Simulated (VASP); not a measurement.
# Ru in VASP: further runs, part 2 of 2

VASP 6.6.1.

### Step 4. Single point, LDA

File INCAR:

```
SYSTEM = Ru
ALGO = Normal
DIPOL = 0.5 0.5 0.500
EDIFF = 1E-7
ENCUT = 520
ICORELEVEL = 1
IDIPOL = 3
ISIF = 2
ISMEAR = 1
KPAR = 4
LASPH = .TRUE.
LCHARG = .FALSE.
LDIPOL = .TRUE.
LREAL = .FALSE.
LVACPOTAV = .TRUE.
LVHAR = .TRUE.
LWAVE = .FALSE.
NELM = 80
PREC = Accurate
SIGMA = 0.1
```

File KPOINTS:

```
k-points
0
G
  15 15 1
  0 0 0
```

File POSCAR:

```
Ru                                      
1.0
    2.6745381300      0.0000000000      0.0000000000
   -1.3372689400      2.3162178900      0.0000000000
    0.0000000000      0.0000000000     27.7052700000
  Ru            
     7
Direct
     0.3333330000000032    0.6666659999999993    0.2732544698594100
     0.6666669999999968    0.3333340000000007    0.3467012970959892
     0.3333330000000032    0.6666659999999993    0.4232313040711165
     0.6666669999999968    0.3333340000000007    0.5000000000000000
     0.3333330000000032    0.6666659999999993    0.5767686959288834
     0.6666669999999968    0.3333340000000007    0.6532987029040109
     0.3333330000000032    0.6666659999999993    0.7267455301405901
```

Potentials or basis: VASP PAW LDA potentials, release 64 (Ru_pv).

Command:

```
$ cat potpaw_LDA.64/Ru_pv/POTCAR > POTCAR
$ mpirun -np 4 vasp_std > vasp.out
```

OUTCAR:

```text
SYSTEM = Ru
   EDIFF = 1E-7
   ENCUT = 520
   ISIF = 2
   ISMEAR = 1
   LASPH = .TRUE.
   LREAL = .FALSE.
   NELM = 80
   PREC = Accurate

 ion  position               nearest neighbor table
   1  0.333  0.667  0.273-   2 2.55   2 2.55   2 2.55
   2  0.667  0.333  0.347-   1 2.55   1 2.55   1 2.55   3 2.62   3 2.62   3 2.62
   3  0.333  0.667  0.423-   2 2.62   2 2.62   2 2.62   4 2.63   4 2.63   4 2.63
   4  0.667  0.333  0.500-   3 2.63   5 2.63   3 2.63   5 2.63   3 2.63   5 2.63
   5  0.333  0.667  0.577-   6 2.62   6 2.62   6 2.62   4 2.63   4 2.63   4 2.63
   6  0.667  0.333  0.653-   7 2.55   7 2.55   7 2.55   5 2.62   5 2.62   5 2.62
   7  0.333  0.667  0.727-   6 2.55   6 2.55   6 2.55

  LATTYP: Found a hexagonal cell.
 ALAT       =     2.6745381300
 C/A-ratio  =    10.3588988653

  Lattice vectors:

 A1 = (   2.6745381300,   0.0000000000,   0.0000000000)
 A2 = (  -1.3372689400,   2.3162178900,   0.0000000000)
 A3 = (   0.0000000000,   0.0000000000,  27.7052700000)

Analysis of symmetry for initial positions (statically):
=====================================================================
 Subroutine PRICEL returns:
 Original cell was already a primitive cell.
[... 209 lines left out ...]
      1     -38.9003      2.00000
      2     -38.8244      2.00000
      3     -38.5086      2.00000
      4     -38.1712      2.00000
      5     -37.9484      2.00000
      6     -37.9484      2.00000
[... 267 lines left out ...]
     30       0.3743      2.00000
     31       0.5979      2.00000

------------------------ aborting loop because EDIFF is reached ----------------------------------------

  FORCE on cell =-STRESS in cart. coord.  units (eV):
  Direction    XX          YY          ZZ          XY          YZ          ZX
  --------------------------------------------------------------------------------------
  -------------------------------------------------------------------------------------
  Total       -2.8420500     -2.8420498     -0.0905261     -0.0000002      0.0000000      0.0000000
  in kB      -26.5308826    -26.5308809     -0.8450721     -0.0000014      0.0000000      0.0000000
  external PRESSURE =     -17.9689452 kB  Pullay stress =       0.0000000 kB

 VOLUME and BASIS-vectors are now :
 -----------------------------------------------------------------------------
  energy-cutoff  :      520.00
  volume of cell :      171.63
      direct lattice vectors                 reciprocal lattice vectors
     2.674538130  0.000000000  0.000000000     0.373896333  0.215869135  0.000000000
    -1.337268940  2.316217890  0.000000000     0.000000000  0.431738311  0.000000000
     0.000000000  0.000000000 27.705270000     0.000000000  0.000000000  0.036094216

 POSITION                                       TOTAL-FORCE (eV/Angst)
 -----------------------------------------------------------------------------------
      0.00000      1.54414      7.57059        -0.000000      0.000000     -0.005783
      1.33727      0.77207      9.60545        -0.000000      0.000000      0.006975
      0.00000      1.54414     11.72574         0.000000      0.000000      0.001223
      1.33727      0.77207     13.85263         0.000000     -0.000000      0.000000
      0.00000      1.54414     15.97953         0.000000      0.000000     -0.001223
      1.33727      0.77207     18.09982        -0.000000      0.000000     -0.006975
      0.00000      1.54414     20.13468        -0.000000      0.000000      0.005783
 -----------------------------------------------------------------------------------
    total drift:                                0.000000      0.001435      0.000000

  FREE ENERGIE OF THE ION-ELECTRON SYSTEM (eV)
  ---------------------------------------------------
  free  energy   TOTEN  =       -72.3949125316 eV

  energy  without entropy=      -72.3911649377  energy(sigma->0) =      -72.39366333

 vacuum level on the upper side and lower side of the slab        10.063        10.063
```

OSZICAR:

```text
N       E                     dE             d eps       ncg     rms          rms(c)
DAV:   1     0.120422706328E+04    0.12042E+04   -0.62246E+04  3484   0.172E+03
DAV:   2    -0.342407192056E+02   -0.12385E+04   -0.12047E+04  3342   0.537E+02
DAV:   3    -0.757633303634E+02   -0.41523E+02   -0.40025E+02  4170   0.955E+01
[... 25 lines left out ...]
DAV:  29    -0.723949098713E+02   -0.21302E-05   -0.17873E-07  2096   0.315E-03    0.158E-03
DAV:  30    -0.723949120545E+02   -0.21833E-05   -0.10305E-07  1844   0.144E-03    0.563E-04
DAV:  31    -0.723949123860E+02   -0.33148E-06   -0.24785E-08  1740   0.625E-04    0.238E-04
DAV:  32    -0.723949124939E+02   -0.10789E-06   -0.87339E-09  1664   0.569E-04    0.170E-04
DAV:  33    -0.723949125316E+02   -0.37717E-07   -0.23078E-09  1660   0.161E-04
   1 F= -.72394913E+02 E0= -.72393663E+02  d E =-.374759E-02
```

stdout:

```text
POSCAR found type information on POSCAR Ru
 POSCAR found :  1 types and       7 ions
 scaLAPACK will be used
 LDA part: xc-table for (Slater(with rela. corr.)+CA(PZ))
 , standard interpolation
 POSCAR, INCAR and KPOINTS ok, starting setup
 FFT: planning ... GRIDC
 FFT: planning ... GRID_SOFT
 FFT: planning ... GRID
 WAVECAR not read
 entering main loop
 -----------------------------------------------------------------------------
|                                                                             |
|           W    W    AA    RRRRR   N    N  II  N    N   GGGG   !!!           |
|           W    W   A  A   R    R  NN   N  II  NN   N  G    G  !!!           |
|           W    W  A    A  R    R  N N  N  II  N N  N  G       !!!           |
|           W WW W  AAAAAA  RRRRR   N  N N  II  N  N N  G  GGG   !            |
|           WW  WW  A    A  R   R   N   NN  II  N   NN  G    G                |
|           W    W  A    A  R    R  N    N  II  N    N   GGGG   !!!           |
|                                                                             |
|     Did not find any points to average over, which means that no vacuum     |
|     field-free region was found. Please increase the size of  your cell     |
|     in the dimension of the dipole correction to obtain accurate            |
|     workfunction values.                                                    |
|                                                                             |
 -----------------------------------------------------------------------------
```

It took 4.1 min on 4 MPI ranks of Intel Xeon Platinum 8488C (Sapphire Rapids), shared host; peak memory 0.34 GiB.

What came out:

| Quantity | Value |
| --- | --- |
| Free energy | -72.3949 eV |
| Largest force | 0.007 eV/Å |
| Band gap on the k mesh | none (metal or under the smearing width) |
| Work function of the upper face | 5.37 eV |
| Work function of the lower face | 5.37 eV |

Forces on the atoms (eV/Å):
```
Ru   0.000  0.000 -0.006
Ru   0.000  0.000  0.007
Ru   0.000  0.000  0.001
Ru   0.000  0.000  0.000
Ru   0.000  0.000 -0.001
Ru   0.000  0.000 -0.007
Ru   0.000  0.000  0.006
```

Core levels (eV, on the scale of the bands):
```
atom                                                                          levels
1 Ru  1s -21805.2, 2s -3132.4, 2p -2809.4, 3s -544.5, 3p -437.9, 3d -265.2, 4s -67.6
2 Ru  1s -21805.6, 2s -3132.8, 2p -2809.8, 3s -544.9, 3p -438.3, 3d -265.7, 4s -68.1
3 Ru  1s -21805.4, 2s -3132.6, 2p -2809.6, 3s -544.7, 3p -438.1, 3d -265.5, 4s -67.9
4 Ru  1s -21805.4, 2s -3132.6, 2p -2809.6, 3s -544.7, 3p -438.1, 3d -265.4, 4s -67.9
5 Ru  1s -21805.4, 2s -3132.6, 2p -2809.6, 3s -544.7, 3p -438.1, 3d -265.5, 4s -67.9
6 Ru  1s -21805.6, 2s -3132.8, 2p -2809.8, 3s -544.9, 3p -438.3, 3d -265.7, 4s -68.1
```
